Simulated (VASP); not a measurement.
Here is a VASP 6.6.1 calculation.

The input INCAR:

```
PREC     = Accurate       # precision mode
ENCUT    = 520            # plane-wave cutoff, eV
EDIFF    = 1E-6           # SCF threshold, eV
ISMEAR   = 0              # smearing method
SIGMA    = 0.02           # smearing width, eV
LREAL    = False          # projectors in reciprocal space
LASPH    = True           # aspherical terms in the spheres
NELM     = 100            # most SCF steps
ALGO     = Normal         # electronic algorithm
ISIF     = 2              # what is computed and relaxed
LWAVE    = False          # write WAVECAR
LCHARG   = False          # write CHGCAR
GGA      = PS             # functional
NBANDS   = 28             # bands
```

KPOINTS

```
Automatic mesh
0
Gamma
  6 6 6
```

File POSCAR:

```
BaZrO3
1.0
    4.1810437360      0.0000000000      0.0000000000
    0.0000000000      4.1810437360      0.0000000000
    0.0000000000      0.0000000000      4.1810437360
Ba Zr O
1 1 3
Direct
    0.0000000000      0.0000000000      0.0000000000
    0.5000000000      0.5000000000      0.5000000000
    0.0000000000      0.5000000000      0.5000000000
    0.5000000000      0.0000000000      0.5000000000
    0.5000000000      0.5000000000      0.0000000000
```

Potentials or basis: VASP PAW PBE potentials, release 64 (Ba_sv, Zr_sv, O).

The run is started by

```console
$ cat potpaw_PBE.64/Ba_sv/POTCAR potpaw_PBE.64/Zr_sv/POTCAR potpaw_PBE.64/O/POTCAR > POTCAR
$ mpirun -np 1 vasp_std > vasp.out
```

Task: Estimate the band gap on the k mesh.

Result: 3.12 eV, indirect (least direct gap 3.33 eV).

Task: Estimate the pressure.

Result: 1.1 GPa.

Caveat: the PAW data sets were made with another functional, which shifts forces and pressure a little; spin-orbit coupling is left out, which moves the levels of the heavy elements. A hybrid or GW would open this gap; PBEsol tends to underestimate it.
